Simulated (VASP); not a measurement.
**BaTe: single point with PBEsol**

BaTe:

```xyz
2
Lattice="0.0123 3.4894 3.4375 3.5246 -0.0244 3.4742 3.5018 3.5033 -0.0016" Properties=species:S:1:pos:R:3 pbc="T T T"
Ba    0.1935   -0.1123    0.1286
Te    3.3259    3.5964    3.3264
```

The cell isn't the ideal one: all atoms moved at random, cell strained at random.

```json
{"Program": "VASP 6.6.1", "Task": "single point", "Functional": "PBEsol", "Potentials or basis": "VASP PAW PBE potentials, release 64 (Ba_sv, Te)", "Cutoff": "520 eV", "k mesh": "8 × 8 × 8", "Occupations": "gaussian, width 0.02 eV", "Spin": "no spin polarisation"}
```

The pressure is 1.9 GPa, the largest force is 1.255 eV/Å and the band gap on the k mesh is 2.09 eV, indirect (least direct gap 2.19 eV).

Forces in eV/Å, atoms in the order of the input:
```
Ba  -1.012  0.384 -0.636
Te   1.012 -0.384  0.636
```

Stress tensor (GPa, compression positive):
```
 3.58  0.71 -0.99
 0.71  0.30  0.55
-0.99  0.55  1.93
```

Levels at points of the mesh, in eV from the valence-band top:
| k point | band 6 | band 7 | band 8 | band 9 | band 10 | band 11 |
| --- | --- | --- | --- | --- | --- | --- |
| (0.00, 0.00, 0.00) | -0.06 | -0.04 | 0.00 | 3.02 | 3.20 | 3.43 |
| (0.50, 0.00, 0.00) | -1.95 | -0.81 | -0.68 | 3.94 | 4.77 | 5.07 |
| (0.00, 0.50, 0.00) | -1.97 | -0.93 | -0.91 | 4.25 | 5.04 | 5.14 |
| (0.50, 0.50, 0.00) | -0.79 | -0.51 | -0.15 | 2.28 | 4.73 | 4.94 |
| (0.00, 0.00, 0.50) | -1.96 | -0.75 | -0.62 | 3.88 | 4.71 | 4.97 |
| (0.50, 0.00, 0.50) | -0.87 | -0.52 | -0.13 | 2.35 | 4.69 | 4.97 |
| (0.00, 0.50, 0.50) | -0.79 | -0.36 | -0.10 | 2.09 | 4.78 | 4.92 |
| (0.50, 0.50, 0.50) | -1.96 | -0.80 | -0.69 | 3.92 | 4.78 | 5.10 |

Wall time 6.9 min on 1 thread of Intel(R) Xeon(R) Platinum 8259CL CPU @ 2.50GHz (Skylake/Cascade Lake), on a shared host, peak memory 0.51 GiB.

Caveat: the PAW data sets were made with another functional, which shifts forces and pressure a little; spin-orbit coupling is left out, which moves the levels of the heavy elements. A k mesh can miss the band edges.
